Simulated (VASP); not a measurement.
# ZnSe (Stilleite) (F-43m) in VASP: notebook, part 2 of 2

VASP 6.6.1.

## 3. G0W0 quasiparticle levels, PBE

File POSCAR:

```
ZnSe
1.0
    0.0000000000      2.8338000000      2.8338000000
    2.8338000000      0.0000000000      2.8338000000
    2.8338000000      2.8338000000      0.0000000000
Se Zn
1 1
Direct
    0.7500000000      0.7500000000      0.7500000000
    0.0000000000      0.0000000000      0.0000000000
```

File INCAR.step1:

```
SYSTEM = ZnSe
ALGO = Normal
EDIFF = 1E-8
ENCUT = 450
GGA = PE
ISMEAR = 0
LASPH = .True.
LCHARG = .False.
LREAL = .False.
LWAVE = .True.
NELM = 60
PREC = Accurate
SIGMA = 0.01
```

File INCAR.step2:

```
SYSTEM = ZnSe
ALGO = Exact
EDIFF = 1E-8
ENCUT = 450
GGA = PE
ISMEAR = 0
ISTART = 1
LASPH = .True.
LCHARG = .False.
LOPTICS = .True.
LREAL = .False.
LWAVE = .True.
NBANDS = 63
NELM = 1
PREC = Accurate
SIGMA = 0.01
```

File INCAR.step3:

```
SYSTEM = ZnSe
ALGO = EVGW0
EDIFF = 1E-8
ENCUT = 450
ENCUTGW = 150
GGA = PE
ISMEAR = 0
ISTART = 1
LASPH = .True.
LCHARG = .False.
LREAL = .False.
LWAVE = .False.
NBANDS = 63
NBANDSGW = 17
NELMGW = 1
NOMEGA = 24
PREC = Accurate
PRECFOCK = Fast
SIGMA = 0.01
```

File KPOINTS:

```
k-points
0
Gamma
  3 3 3
  0 0 0
```

Potentials or basis: VASP PAW PBE potentials, release 64 (Se_GW, Zn_GW).

Started as:

```sh
cat potpaw_PBE.64/Se_GW/POTCAR potpaw_PBE.64/Zn_GW/POTCAR > POTCAR
cp INCAR.step1 INCAR
mpirun -np 1 vasp_std > vasp.out
cp INCAR.step2 INCAR
mpirun -np 1 vasp_std > vasp.out
cp INCAR.step3 INCAR
mpirun -np 1 vasp_std > vasp.out
```

OUTCAR:

```text
SYSTEM = ZnSe
   EDIFF = 1E-8
   ENCUT = 450
   ENCUTGW = 150
   GGA = PE
   ISMEAR = 0
   ISTART = 1
   LASPH = .True.
   LREAL = .False.
   NELMGW = 1
   PREC = Accurate
   PRECFOCK = Fast

 Found      4 irreducible k-points:

 Following reciprocal coordinates:
            Coordinates               Weight
  0.000000  0.000000  0.000000      1.000000
  0.333333  0.000000  0.000000      8.000000
  0.333333  0.333333  0.000000      6.000000
 -0.333333  0.333333  0.000000     12.000000
[... 59 lines left out ...]
   ENCUTGWSOFT         = 120.0    soft cutoff for Coulomb kernel in GW response function in eV
   ENCUTLF             =  -1.0    cutoff for local field effects
   NELMGW              =     1    number of iterations in solving QP/BSE equation
   NELMHF              =     1    number of iterations in the inner HF iteration
   NKREDLFX            =     1    NKREDLFY  =   1   NKREDLFZ  =   1
 non-spin polarized calculation
 Gauss-broadening in eV      SIGMA  =   0.01
  energy-cutoff  :      450.00
  volume of cell :       45.51
 maximum number of plane-waves:      1002
  NGX = 16; NGY = 16; NGZ = 16
   NGX = 13   NGY = 13   NGZ = 13
 maximum number of plane-waves:       194

 QP shifts <psi_nk| G(iteration)W_0 |psi_nk>: iteration 1
 for sc-GW calculations column KS-energies equals QP-energies in previous step
 and V_xc(KS)=  KS-energies - (<T + V_ion + V_H > + <T+V_H+V_ion>^1  + <V_x>^1)

 k-point   1 :       0.0000    0.0000    0.0000
  band No.  KS-energies  QP-energies   sigma(KS)   V_xc(KS)     V^pw_x(r,r')   Z            occupation Imag(sigma)

      1     -10.5025     -11.3013     -13.4473     -12.3078     -19.8306       0.7010       2.0000       0.6115
      2      -3.8950      -5.2818     -21.7830     -19.7053     -30.8897       0.6675       2.0000      -0.0292
      3      -3.8950      -5.2818     -21.7830     -19.7053     -30.8897       0.6675       2.0000      -0.0292
      4      -3.8950      -5.2818     -21.7830     -19.7053     -30.8897       0.6675       2.0000      -0.0292
      5      -3.5352      -4.9604     -22.6245     -20.4968     -32.0216       0.6698       2.0000      -0.0720
      6      -3.5352      -4.9604     -22.6245     -20.4968     -32.0216       0.6698       2.0000      -0.0720
[... 317 lines left out ...]
      3      -5.6870      -5.7300     -22.1236      16.3722     -31.4135       0.6677       2.0000      -0.0511
      4      -5.5876      -5.6322     -22.4683      16.8140     -31.9116       0.6693       2.0000      -0.0818
      5      -5.5489      -5.5944     -22.5956      16.9787     -32.0440       0.6696       2.0000      -0.0930
      6      -5.2411      -5.2817     -22.2241      16.9225     -31.4303       0.6722       2.0000      -0.0648
[... 9 lines left out ...]
     16      18.4501      18.4519      -8.7782      27.2306      -2.8492       0.7909       0.0000      -0.7036
     17      19.0097      19.0106      -8.4004      27.4113      -2.5833       0.7901       0.0000      -0.7492
```

Wall time 41 s (1 thread of Intel Xeon 6975P-C (Granite Rapids), shared host); peak memory 0.28 GiB.

These settings aren't checked as converged: the numbers below hold their error.

Results:

```yaml
Band_gap_on_the_k_mesh_mean-field_level: 1.24 eV, direct
Quasiparticle_gap: 2.53 eV
```

Caveat: the k mesh is coarse (spacing up to 0.64 Å⁻¹), so the values aren't converged; bands, screening cutoff and mesh are small and nothing is extrapolated, so the quasiparticle values aren't converged; the log holds further tables after the one-shot step; the gap given is that of the first.

## 4. Core levels, AM05+D4

File INCAR:

```
PREC     = Accurate       # precision mode
ENCUT    = 520            # plane-wave cutoff, eV
EDIFF    = 1E-6           # SCF threshold, eV
ISMEAR   = 0              # smearing method
SIGMA    = 0.01           # smearing width, eV
LREAL    = F              # projectors in reciprocal space
LASPH    = T              # aspherical terms in the spheres
NELM     = 80             # most SCF steps
ALGO     = Fast           # electronic algorithm
ISIF     = 2              # what is computed and relaxed
LWAVE    = F              # write WAVECAR
LCHARG   = F              # write CHGCAR
GGA      = AM             # functional
IVDW     = 13             # dispersion correction
ICORELEVEL= 1
```

File KPOINTS:

```
regular mesh
0
Gamma
  8 8 8
```

POSCAR is that of step 3.

Potentials or basis: VASP PAW PBE potentials, release 64 (Se, Zn).

Started as:

```sh
cat potpaw_PBE.64/Se/POTCAR potpaw_PBE.64/Zn/POTCAR > POTCAR
mpirun -np 1 vasp_std > vasp.out
```

OUTCAR:

```text
PREC = Accurate
   ENCUT = 520
   EDIFF = 1E-6
   ISMEAR = 0
   LREAL = F
   LASPH = T
   NELM = 80
   ISIF = 2
   GGA = AM
   IVDW = 13

 ion  position               nearest neighbor table
   1  0.750  0.750  0.750-   2 2.45   2 2.45   2 2.45   2 2.45
   2  0.000  0.000  0.000-   1 2.45   1 2.45   1 2.45   1 2.45

  LATTYP: Found a face centered cubic cell.
 ALAT       =     5.6676000000

  Lattice vectors:

 A1 = (   0.0000000000,   2.8338000000,   2.8338000000)
[... 577 lines left out ...]

------------------------ aborting loop because EDIFF is reached ----------------------------------------

  DFT-D4 for vdW energy calculation

  Edisp (eV):   -0.36573

  FORCE on cell =-STRESS in cart. coord.  units (eV):
  Direction    XX          YY          ZZ          XY          YZ          ZX
  --------------------------------------------------------------------------------------
  -------------------------------------------------------------------------------------
  Total      -0.45477    -0.45477    -0.45477    -0.00000    -0.00000    -0.00000
  in kB     -16.00917   -16.00917   -16.00917    -0.00000    -0.00000    -0.00000
  external pressure =      -16.01 kB  Pullay stress =        0.00 kB

 VOLUME and BASIS-vectors are now :
 -----------------------------------------------------------------------------
  energy-cutoff  :      520.00
  volume of cell :       45.51
      direct lattice vectors                 reciprocal lattice vectors
     0.000000000  2.833800000  2.833800000    -0.176441527  0.176441527  0.176441527
     2.833800000  0.000000000  2.833800000     0.176441527 -0.176441527  0.176441527
     2.833800000  2.833800000  0.000000000     0.176441527  0.176441527 -0.176441527

 POSITION                                       TOTAL-FORCE (eV/Angst)
 -----------------------------------------------------------------------------------
      4.25070      4.25070      4.25070         0.000000     -0.000000     -0.000000
      0.00000      0.00000      0.00000        -0.000000      0.000000      0.000000
 -----------------------------------------------------------------------------------
    total drift:                                0.000002      0.000002      0.000002

  FREE ENERGIE OF THE ION-ELECTRON SYSTEM (eV)
  ---------------------------------------------------
  free  energy   TOTEN  =        -6.6786933971 eV

  energy  without entropy=       -6.6786933971  energy(sigma->0) =       -6.67869340
```

stdout:

```text
POSCAR found type information on POSCAR SeZn
 POSCAR found :  2 types and       2 ions
 scaLAPACK will be used
 -----------------------------------------------------------------------------
|                                                                             |
|                                                                             |
|     You enforced a specific xc type in the INCAR file but a different       |
|     I HOPE YOU KNOW WHAT YOU ARE DOING!                                     |
|                                                                             |
 -----------------------------------------------------------------------------

 LDA part: xc-table for (Slater+PW92), standard interpolation
 POSCAR, INCAR and KPOINTS ok, starting setup
 FFT: planning ... GRIDC
 FFT: planning ... GRID_SOFT
 FFT: planning ... GRID
 WAVECAR not read
 entering main loop
```

Run time: 14 s. Hardware: 1 thread of AMD EPYC 9R45 (Zen 5), shared host; peak memory 0.14 GiB.

Results:

```yaml
Free_energy: -6.6787 eV
Pressure: -1.6 GPa
Band_gap_on_the_k_mesh: 1.27 eV, direct
Dispersion_energy_per_atom: -0.183 eV
```

Levels at points of the mesh, in eV from the valence-band top:
```
           k point  band 7  band 8  band 9  band 10  band 11  band 12
(0.00, 0.00, 0.00)    0.00    0.00    0.00     1.27     5.77     5.77
(0.50, 0.00, 0.00)   -5.24   -0.87   -0.87     2.52     6.36     6.36
(0.50, 0.50, 0.00)   -4.77   -2.19   -2.19     2.98     3.44    10.74
```

Core levels (eV, on the scale of the bands):
```tsv
atom	levels
1 Se	1s -12495.2, 2s -1598.8, 2p -1405.1, 3s -205.5, 3p -145.0, 3d -45.2
2 Zn	1s -9519.1, 2s -1152.6, 2p -998.3, 3s -123.7, 3p -77.9
```

Caveat: the PAW data sets were made with another functional, which shifts forces and pressure a little.

## 5. For comparison

An earlier run on the cell as given: functional PBE; potentials or basis VASP PAW PBE potentials, release 64 (Se, Zn); cutoff 520 eV; k mesh 8 × 8 × 8; occupations fermi-dirac, width 0.05 eV; no spin polarisation.

* Pressure: 2.3 GPa
* Band gap on the k mesh: 1.29 eV, direct

## 6. Against experiment

Step 4. Measured gap of ZnSe: 2.695 eV (an exciton energy, a little under the gap; 300 K; “Alloy Disordering Effects on the Thermal Conductivity and Energy Gap Temperature Dependence of Cd1−xZnxSe Ternary Crystals Grown by the Bridgman Method”, 2023, pmc:10253836). This calculation gives 1.27 eV (-1.42 eV). So large a miss can be the level of theory's own, or it may mean another phase, state or a wrong row. Spin-orbit coupling on Se is left out. The value is that of AM05+D4, without temperature or zero-point motion. Semilocal functionals fall short of measured gaps as a rule.
